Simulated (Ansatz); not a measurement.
## Stiffness of compounds in space group P6_3/mmc

These are results of DFT, PBE, all-electron LAPW, scalar-relativistic (Ansatz 0.2.0), not measurements.

All compounds have space group P6_3/mmc with 2 atoms in the primitive cell. V0, B0 and B0′ come from third-order Birch–Murnaghan fits to pressures at five volumes, with shape and internal coordinates held; prototypes and MP cells needn't be known phases. No run is spin-polarised.

No spin–orbit coupling, which matters for the heavy atoms here.

Os: Os 2c (0.333 0.667 0.250); shape as in a = 2.75 Å, b = 2.75 Å, c = 4.35 Å, α = 90.00°, β = 90.00°, γ = 120.00°; hcp type, relaxed by us; 16×16×9 mesh, smearing 0.03 eV; no spin
Ag: Ag 2c (0.333 0.667 0.250); shape as in a = 2.93 Å, b = 2.93 Å, c = 4.79 Å, α = 90.00°, β = 90.00°, γ = 120.00°; COD 1509145, reported; 14×14×8 mesh, smearing 0.05 eV; no spin
Mg: Mg 2c (0.333 0.667 0.250); shape as in a = 3.21 Å, b = 3.21 Å, c = 5.21 Å, α = 90.00°, β = 90.00°, γ = 120.00°; COD 9008506, reported; 12×12×7 mesh, smearing 0.05 eV; no spin
H: H 2c (0.333 0.667 0.250); shape as in a = 1.93 Å, b = 1.93 Å, c = 1.90 Å, α = 90.00°, β = 90.00°, γ = 120.00°; hcp type, relaxed by us; 17×17×9 mesh, smearing 0.05 eV; no spin
Cd: Cd 2c (0.333 0.667 0.250); shape as in a = 2.98 Å, b = 2.98 Å, c = 5.62 Å, α = 90.00°, β = 90.00°, γ = 120.00°; COD 9008490, reported; 16×16×7 mesh, smearing 0.05 eV; no spin
Rb: Rb 2c (0.333 0.667 0.250); shape as in a = 5.03 Å, b = 5.03 Å, c = 8.34 Å, α = 90.00°, β = 90.00°, γ = 120.00°; hcp type, relaxed by us; 11×11×6 mesh, smearing 0.03 eV; no spin

Question: Order the compounds by bulk modulus, lowest first.
A. Ag
B. Mg
C. Rb
D. Cd
E. Os
F. H

Answer: C (3 GPa), B (36 GPa), D (45 GPa), A (91 GPa), F (102 GPa), E (397 GPa).
